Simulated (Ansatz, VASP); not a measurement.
One calculation of TaN, two programs

```
Ta N
1.0
     0.00000    2.17427    2.17427
     2.17427    0.00000    2.17427
     2.17427    2.17427    0.00000
Ta N
1 1
Direct
  0.49826 0.50523 0.50174
  0.02254 0.93239 0.97746
```

Change from the starting cell: mode 4 frozen in at -0.196 Å and mode 6 at -0.098 Å (largest displacements).

Alike in both runs: task single point; functional LDA; k mesh 18 × 18 × 18; occupations gaussian, width 0.15 eV; no spin polarisation.

```csv
,VASP,Ansatz
version,VASP 6.6.1,Ansatz 0.2.0
potentials or method,"VASP PAW LDA potentials, release 64 (Ta_pv, N)","scalar-relativistic, plane waves, PAW"
plane-wave cutoff (eV),520,520
valence electrons in the cell,16,18
```

Ansatz gave:

| Property | Result |
| --- | --- |
| gap on the k mesh at the Fermi level (eV) | none |
| pressure (GPa) | 10.3 |
| largest component of the traceless stress (GPa) | 14.43 |
| rms of the force components (eV/Å) | 1.539 |

Q: Which values does VASP return?

A: gap on the k mesh at the Fermi level (eV): none; pressure (GPa): 12.5; largest component of the traceless stress (GPa): 14.76; rms of the force components (eV/Å): 1.575.

Atom by atom the forces differ by 0.037 eV/Å (rms over components). A gap of «none» marks a metal or a gap that the smearing closes. The two sets of potentials don't hold the same shells in valence.

Caveats: forces of over 1 eV/Å show positions far from the minimum, so gaps and moduli don't describe the material at rest. The runs have no spin-orbit coupling, so splittings on Ta are missing.
